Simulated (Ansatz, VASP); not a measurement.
Cs: VASP beside Ansatz

```xyz
1
Lattice="0.0000 3.9483 3.9483 3.9483 0.0000 3.9483 3.9483 3.9483 0.0000" Properties=species:S:1:pos:R:3 pbc="T T T"
Cs    0.0000    0.0000    0.0000
```

This isn't the form of Cs at room conditions, which is bcc.

Alike in both runs: functional LDA; k mesh 4 × 4 × 4; occupations fermi-dirac, width 0.05 eV; no spin polarisation.

|  | VASP | Ansatz |
| --- | --- | --- |
| version | VASP 6.6.1 | Ansatz 0.2.0 |
| potentials or method | VASP PAW LDA potentials, release 64 (Cs_sv) | Ansatz PAW |
| plane-wave cutoff (eV) | 520 | 420 |
| valence electrons in the cell | 9 | 9 |
| task | single point | projected density of states |

|  | VASP | Ansatz | Ansatz less VASP |
| --- | --- | --- | --- |
| gap on the k mesh at the Fermi level (eV) | none | none | - |
| pressure (GPa) | -0.4 | -0.4 | +0.01 |

A gap of «none» marks a metal or a gap that the smearing closes.

Caveats: the PAW data sets come from PBE, with cores solved anew for the run's functional, which leaves a small shift of forces and pressure (Ansatz); the density of states is complete only up to the lowest level of the last band computed (Ansatz). Spin-orbit coupling is left out, which matters for the levels of Cs.
